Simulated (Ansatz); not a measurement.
# Deforming Yb

```
CELL_PARAMETERS angstrom
0.00000 2.72463 2.72463
2.72463 0.00000 2.72463
2.72463 2.72463 0.00000
ATOMIC_POSITIONS crystal
Yb 0.00000 0.00000 0.00000
```

The cell is the one relaxed in the Materials Project (mp-162), not relaxed further here; entries there can be hypothetical.

Semilocal functionals without a Hubbard term describe localised f shells poorly; where the shell is localised, the real material differs.

Spin–orbit coupling is left out, though it moves levels of the heavy atoms by tenths of an eV or more.

Theory: Ansatz 0.2.0, DFT, PBEsol, all-electron LAPW, scalar-relativistic.

Settings: a Γ-centred 12×12×12 k mesh, Fermi–Dirac smearing of 0.03 eV, basis error target 1 meV/atom, no spin polarisation.

The unchanged cell is at -3.16 GPa, so energy changes include a term −P ΔV where the volume moves.

In a metal, stresses and small energies carry noise from the k mesh.

x, y and z are the Cartesian axes of the cell as listed; fractional coordinates follow a strain, and an engineering shear is twice the off-diagonal strain component.

With x and y strained by +3 %, z held: energy change +53 meV/atom; stress change (xx, yy, zz, yz, xz, xy) -0.51, -0.51, -0.31, 0.00, 0.00, 0.00 GPa, compression positive.

With xy engineering shear strain of -1.5 %: energy change under 1 meV/atom; stress change (xx, yy, zz, yz, xz, xy) 0.01, 0.01, 0.00, 0.00, 0.00, 0.25 GPa, compression positive.
